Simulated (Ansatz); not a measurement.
## Se: which structure is lowest?

Computed with DFT, RPBE, plane waves (420 eV) with PAW, scalar-relativistic (Ansatz 0.2.0). The PAW files were generated under PBE, with cores re-solved for the functional.

Each structure is relaxed within its own symmetry, so a high-lying one may be dynamically unstable. No dispersion correction is added.

| structure | ΔE (meV/atom) | V (Å³/atom) | cell | magnetic state |
| --- | --- | --- | --- | --- |
| trigonal (grey) selenium | 0 | 54.20 | a = 6.128 Å, c = 5.000 Å (c/a = 0.816) | spin not included |
| simple cubic | 344 | 23.28 | a = 2.855 Å | spin not included |
| diamond | 593 | 32.98 | a = 6.414 Å | spin not included |
| bcc | 778 | 20.90 | a = 3.471 Å | spin not included |
| omega (AlB2-type) | 782 | 22.13 | a = 4.710 Å, c = 3.456 Å (c/a = 0.734) | spin not included |
| fcc | 919 | 21.02 | a = 4.381 Å | spin not included |
| A15 | 946 | 21.48 | a = 5.560 Å | spin not included |

ΔE counts from trigonal (grey) selenium.

Differences under about 8 meV lie within the error of the k-point mesh.

This functional, with no dispersion term, lets the cell expand far past the measured one (trigonal (grey) selenium).
